## What sets the computed size of a molybdenum crystal

The density functional and any added dispersion correction, not the program, cause most of the differences between sound calculations of the lattice constant of molybdenum. Such a correction, which looks like the natural cure for a cell that comes out too large, overshoots in the one case where it can be checked.

Kohn–Sham DFT lattice constants of body-centred cubic molybdenum (conventional cubic cell), from equation-of-state fits to seven volumes between 14.94 and 16.85 Å³ per atom, without spin polarisation and with Fermi–Dirac smearing of 0.05 eV. The measured lattice constant is 3.147 Å, from one literature experiment (pmc:10052566).

| program | functional | how the value is got | potentials or basis | wave cutoff (eV) | k-mesh | computed lattice constant (Å) | computed over measured, less one (%) |
| --- | --- | --- | --- | --- | --- | --- | --- |
| SIRIUS 7.12.0 (1) | LDA | from the rest volume of the fit | all electron FP LAPW | n/a | 12x12x12 | 3.111 | -1.15 |
| JDFTx 1.7.0 (patched build) | LDA | from the rest volume of the fit | PseudoDojo SR LDA 0.4.1 standard | 1088 | 12x12x12 | 3.113 | -1.08 |
| ABINIT 10.8.3 (1) | BP86+D4 | from the rest volume of the fit | JTH PAW PBE v2.0 | 408 | 12x12x12 | 3.122 | -0.78 |
| SIRIUS 7.12.0 (2) | PBEsol | from the rest volume of the fit | all electron FP LAPW | n/a | 12x12x12 | 3.128 | -0.59 |
| ABINIT 10.8.3 (2) | PBEsol | from the rest volume of the fit | JTH PAW PBE v2.0 | 571 | 12x12x12 | 3.132 | -0.48 |
| ABINIT 10.8.3 (3) | LDA | from the rest volume of the fit | HGH LDA | 490 | 12x12x12 | 3.136 | -0.34 |
| ABINIT 10.8.3 (4) | WC | from the rest volume of the fit | JTH PAW PBE v2.0 | 408 | 12x12x12 | 3.138 | -0.29 |
| ABINIT 10.8.3 (5) | PW91+D3(BJ) | from the rest volume of the fit | JTH PAW PBE v2.0 | 408 | 12x12x12 | 3.144 | -0.11 |
| exciting sodium | PBE | from the rest volume of the fit | all electron LAPW+lo, shipped species files | n/a | 12x12x12 | 3.161 | 0.44 |
| ABINIT 10.8.3 (6) | BP86 | from the rest volume of the fit | JTH PAW PBE v2.0 | 408 | 12x12x12 | 3.166 | 0.59 |

Consider first the idea that the spread comes from the programs. With LDA, SIRIUS and JDFTx differ by 0.002 Å; the third LDA row, from ABINIT, lies further off and is unreliable, as shown below. With PBEsol, SIRIUS and ABINIT differ by 0.004 Å, although the ABINIT potential was made for PBE. Changing the functional from LDA to PBEsol within SIRIUS moves the result by 0.017 Å, several times as much. A difference of a few thousandths of an ångström between functionals run in different programs is therefore too small to rank them.

The functional acts through the way its energy changes with volume. An extra energy that is the same at every volume moves nothing, however large it is. One that falls as the crystal expands pushes outward, and one that rises pulls inward. The crystal yields until its own elastic resistance balances this pressure P. For a small push the relative change of volume is P/B, where B is the bulk modulus, and the lattice constant a changes by a third of that:

Δa/a ≈ P/(3B)

Theory explains why gradient terms push outward. In a uniform electron density they vanish and LDA remains. In a real crystal, stretching thins the density in the outer parts of the atoms and between them, so that it tends to vary more strongly relative to its own size. PBE rewards such variation with a lower energy, and so favours a larger cell than LDA does. PBEsol has weaker gradient terms and should lie between the two, as it does here.

The energies of the runs put sizes to these pushes: about 5 GPa for PBEsol and 14 GPa for PBE, both relative to LDA. The formula turns them into expansions of 0.5% and 1.6%, in agreement with the computed lattice constants. The PBE step also changes the program, from SIRIUS to exciting, and rounding of the energies leaves the smaller push uncertain by up to a tenth. The agreement shows that energies and lengths are consistent; the reason for the push still rests on theory.

Now take the tempting explanation. BP86 gives a cell 0.59% larger than measured, so perhaps an attraction between the atoms has been left out. PW91 with the D3(BJ) dispersion correction misses the measured value by only −0.11%, which seems to settle the matter. The same idea can be tested on BP86, which was run with and without the D4 correction at the same potential, cutoff and mesh.

When the volume per atom grows by 0.64 Å³ near the BP86 minimum, the D4 energy rises by 0.043 eV. The slope is 0.043/0.64 ≈ 0.067 eV/Å³, an inward pull of about 11 GPa. With the BP86 bulk modulus of 259 GPa, the formula gives a shortening of 11/(3 × 259) ≈ 0.014, or 1.4%. The computed cell shrinks by the same 1.4%.

That pull is too strong. It turns the BP86 error from +0.59% into −0.78% of the measured value. A likely reason is that D4 builds its attraction from the polarisabilities of atoms, whereas the mobile electrons of a metal screen such forces. The close hit of PW91 with D3(BJ) doesn't rescue the idea. PW91 alone usually gives nearly the same lengths as PBE, so D3(BJ) probably does shorten the cell, but there is no PW91 run without it to show by how much. One correction that lands well beside another that overshoots is no proof that a missing attraction was the fault. The measured value also contains thermal and zero-point expansion, about one or two tenths of a percent; taking it out would leave BP86 too large without D4 and too small with it, but could change which of the two lies closer.

One row shows how a faulty calculation can pass for an accurate one. LDA with the HGH potential comes closer to experiment than the other two LDA rows, but it lies 0.025 Å above the all-electron result for the same functional. At its energy minimum the calculated pressure should be near zero, yet it is −15 GPa, a sign that the wave cutoff is too short. Whether the cutoff or the potential, which treats only six electrons as valence, causes the longer cell is untested.

The bulk modulus exposes the same row. A straight line was fitted to the bulk moduli of the other nine rows against their lattice errors; the HGH row was left out because its energies are noisy. Along this line the crystal softens by about 20 GPa for each percent of added length, and the nine rows scatter about it by some 2 GPa. The HGH row falls 37 GPa below it, but this doesn't mean that the crystal is so much softer. Its bulk modulus is fitted to the noisy energies; the slope of its calculated pressures gives about 261 GPa instead of 242 GPa, which closes about half of the gap. The low value is thus at least partly the mark of a poor fit. The printed output after this section gives the fit and the pressure estimates.

A good lattice constant should therefore be credited to a functional only after two checks: a second program gives nearly the same length with that functional, and the bulk modulus fits the length. For a dispersion correction, the run without it belongs beside the run with it.

Printed output of the fit:

```
Same functional LDA, JDFTx less SIRIUS, in Å: 0.002
Same functional PBEsol, ABINIT less SIRIUS, in Å: 0.004
Functional step LDA to PBEsol, both SIRIUS, in Å: 0.017
Functional step LDA to PBE, SIRIUS to exciting, in Å: 0.05
D4 added to BP86, both ABINIT, in Å: -0.044
HGH LDA less all-electron LDA, in Å: 0.025
Push of PBEsol relative to LDA, in GPa: 4.789
Push of PBE relative to LDA, in GPa: 13.86
Push of D4 on BP86, in GPa: -10.84
Estimated change of a, LDA to PBEsol, in percent: 0.542
Computed change of a, LDA to PBEsol, in percent: 0.5464
Estimated change of a, LDA to PBE, in percent: 1.569
Computed change of a, LDA to PBE, in percent: 1.607
Estimated change of a, D4 on BP86, in percent: -1.393
Computed change of a, D4 on BP86, in percent: -1.39
Pressure at the fitted minimum, HGH LDA, in GPa: -15.17
Pressure at the fitted minimum, PAW PBEsol, in GPa: 0.02706
Scatter about the energy fit, HGH LDA, in meV: 0.3225
Largest scatter about the fit in the other rows, in meV: 0.1059
fit of bulk on 9 rows (good): constant 272.2 +/- 0.93, coefficient of err -20.29 +/- 1.3; rms 2.06, worst ABINIT 10.8.3 (4) -4.29, leave-one-out rms 2.45
  rows outside the fit (model, value, miss): ABINIT 10.8.3 (3) 279.1, 242.4, 36.7
```
